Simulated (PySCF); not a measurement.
Multinuclear NMR of C4H2O3

Mapped SMILES: `[O:1]=[C:2]1[CH:3]=[CH:4][C:5](=[O:6])[O:7]1` (H(Xn): hydrogen on atom n).

Calculated, not measured (PySCF 2.14.0 with density-fitted response routines): couplings computed with B3LYP/pcJ-1, PBE0/pcSseg-1 with gauge-including orbitals, geometry: GFN2-xTB. One conformer, relativity neglected, rapidly exchanging positions averaged, isolated molecule.

Predict the 17O NMR data.

Answers


```tsv
atoms	environment	σ (ppm)	δ (ppm)
O1/O6	ester carbonyl oxygen	-171.0	422.5
O7	ester alkoxy oxygen	31.2	238.2
```

Shieldings were converted by a linear fit to measured shifts: 17O: δ = 266.70 − 0.911σ (rms 10.7 ppm, 155 shifts, 12.2 ppm with the 3 outliers that the fit left out vs liquid water, solution or neat liquid). A few per cent of atoms miss by over 2 rms, more outside the fitted compound classes. Couplings are scaled by factors fitted to measured values: 3J(H,H) × 0.92 (rms 0.5 Hz); all others are unscaled and can be 10–30 % off.

Couplings (the largest are listed; each averaged over equivalent pairs; quadrupolar broadening usually hides them): 1J(C2,O7) = 30.7 Hz, 1J(O1,C2) = 21.6 Hz, 2J(O1,C3) = -4.0 Hz, 2J(O1,O7) = -1.8 Hz, 2J(C3,O7) = -1.2 Hz, 3J(O1,C4) = -3.3 Hz, 3J(O1,C5) = 1.3 Hz.

On a 300 MHz spectrometer 17O resonates near 40.7 MHz, so 1 ppm is 40.7 Hz.
